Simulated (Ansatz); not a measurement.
# Trial inputs on CaS

The reference input for Ansatz (plane-wave DFT with PAW):

```yaml
crystal:
  lattice:
    - [0.0, 2.8523742917, 2.8523742917]
    - [2.8523742917, 0.0, 2.8523742917]
    - [2.8523742917, 2.8523742917, 0.0]
  atoms:
    - { symbol: Ca, position: [0.0, 0.0, 0.0] }
    - { symbol: S, position: [0.5, 0.5, 0.5] }
basis:
  ecutwfc: 420
kpoints:
  mp_grid: { grid: [8, 8, 8] }
hamiltonian:
  xc: pbe
scf:
  occupations: { method: gaussian, width: 0.1 }
output:
  forces: true
  stress: true
  eigenvalues: true
```

Command:

```bash
ansatz run input.yaml --threads 1 --pin off --max-ram 1331MiB --backend cpu --events-out ev --progress --plain --runs-dir out
```

The run converges in 6 SCF iterations on 29 irreducible k-points: pressure 0.21 GPa, gap on the sampled k-points 2.37 eV.

These settings were drawn at random to show what each does; none of the numbers is a converged property of the crystal. Each trial's input is given as a difference from the reference's; energies are extrapolated to zero smearing where there is one, and pressure is positive in compression. Charged cells sit in a uniform background, and their pressures hang on that convention.

Trial 1:

```diff
 basis:
-  ecutwfc: 420
+  ecutwfc: "32 Ry"
+  ecutrho_ratio: 3
 kpoints:
-  mp_grid: { grid: [8, 8, 8] }
+  mp_grid: { grid: [2, 2, 2], shift: [0.25, 0.25, 0.25] }
 hamiltonian:
-  xc: pbe
+  xc: revpbe
+  hubbard: { sites: [{ species: S, l: p, u_eff: 3.7 }] }
 scf:
-  occupations: { method: gaussian, width: 0.1 }
+  occupations: { method: cold, width: "0.01 Ry" }
 output:
-  eigenvalues: true
+  eigenvalues: false
```

How does this run end?

The run converges in 7 SCF iterations on 4 irreducible k-points: pressure 2.54 GPa. It warns that the density cutoff lies under the recommended one; that the mesh lowers the symmetry. Under a U the state reached may not be the lowest.

Trial 2:

```diff
+total_charge: 0.25
 kpoints:
+  band_path: { path: [[0, 0, 0], [0.5, 0, 0], [0.5, 0.5, 0.5]], npoints: 8 }
 scf:
-  occupations: { method: gaussian, width: 0.1 }
+  occupations: { method: gaussian, width: 0.022 }
+  convergence: { dr2_threshold: "1e-9 eV" }
```

What happens?

The run converges in 8 SCF iterations on 29 irreducible k-points: pressure 4.16 GPa (with the neutralising background of the charged cell), no gap. It warns that the SCF threshold is loose for the stress.

Trial 3:

```diff
 kpoints:
-  mp_grid: { grid: [8, 8, 8] }
+  mp_grid: { grid: [4, 4, 4] }
 hamiltonian:
-  xc: pbe
+  xc: pbesol
 scf:
-  occupations: { method: gaussian, width: 0.1 }
+  occupations: { method: gaussian, width: 0.022 }
+  n_extra_bands: 8
+  mixing:
+    algorithm: anderson
+    beta: 0.03
+    ndim: 20
+    preconditioner: local_kerker
+  initial_density: { chi_scale: 0, normalization: atom }
+  max_iter: 300
```

How does this run end?

The run converges in 14 SCF iterations on 8 irreducible k-points: pressure -2.05 GPa, gap on the sampled k-points 2.24 eV.

Trial 4:

```diff
 hamiltonian:
-  xc: pbe
+  xc: revpbe
```

How does this run end?

The run converges in 6 SCF iterations on 29 irreducible k-points: pressure 1.87 GPa, gap on the sampled k-points 2.47 eV.

Trial 5:

```diff
 basis:
-  ecutwfc: 420
+  ecutwfc: 350
 kpoints:
-  mp_grid: { grid: [8, 8, 8] }
+  mp_grid: { grid: [5, 3, 5], shift: [0, 0, 0.5] }
 scf:
+  mixing: { beta: 0.16 }
+  initial_density: { chi_scale: 0, normalization: atom }
+  max_iter: 100
```

How does this run end?

The run converges in 7 SCF iterations on 38 irreducible k-points: energy 5.68 meV per atom above the reference, pressure 0.28 GPa, gap on the sampled k-points 2.82 eV. It warns that the cutoff lies under the recommended one, 420 eV for these potentials; that the mesh lowers the symmetry.

Trial 6:

```diff
+total_charge: 0.5
 scf:
+  mixing: { ndim: 1 }
+  initial_density: { chi_scale: 0, normalization: atom }
+  eigensolver: { kind: davidson, full_accuracy: true }
+  max_iter: 62
```

What happens?

The run converges in 27 SCF iterations on 29 irreducible k-points: pressure 8.39 GPa (with the neutralising background of the charged cell), no gap.

Trial 7:

```diff
+total_charge: 0.25
 kpoints:
-  mp_grid: { grid: [8, 8, 8] }
+  mp_grid: { kspacing: 0.94 }
+  band_path: { path: [VBM, CBM], npoints: 5 }
 hamiltonian:
-  xc: pbe
+  xc: revpbe
 scf:
-  occupations: { method: gaussian, width: 0.1 }
+  occupations: { method: cold, width: 0.03 }
+  max_iter: 100
+magnetization:
+  spin_polarized: true
+  initial_magnetization: 0.0
+  spin_locking: { lock_magnetization: hard }
```

What does the program give?

The run converges in 8 SCF iterations on 4 irreducible k-points: pressure 5.88 GPa (with the neutralising background of the charged cell), no gap, cell moment 0.00 μB. It warns that no starting moments were given; that the state wasn't tested for a lower one; that the SCF threshold is loose for the stress.

Trial 8:

```diff
 basis:
-  ecutwfc: 420
+  ecutwfc: 680
 kpoints:
-  mp_grid: { grid: [8, 8, 8] }
+  mp_grid: { grid: [6, 6, 6] }
 scf:
-  occupations: { method: gaussian, width: 0.1 }
+  occupations: { method: fixed }
+  mixing: { beta: 0.13 }
+  max_iter: 67
```

What does the program give?

The run converges in 9 SCF iterations on 16 irreducible k-points: energy 0.01 meV per atom above the reference, pressure 0.22 GPa, gap on the sampled k-points 2.37 eV.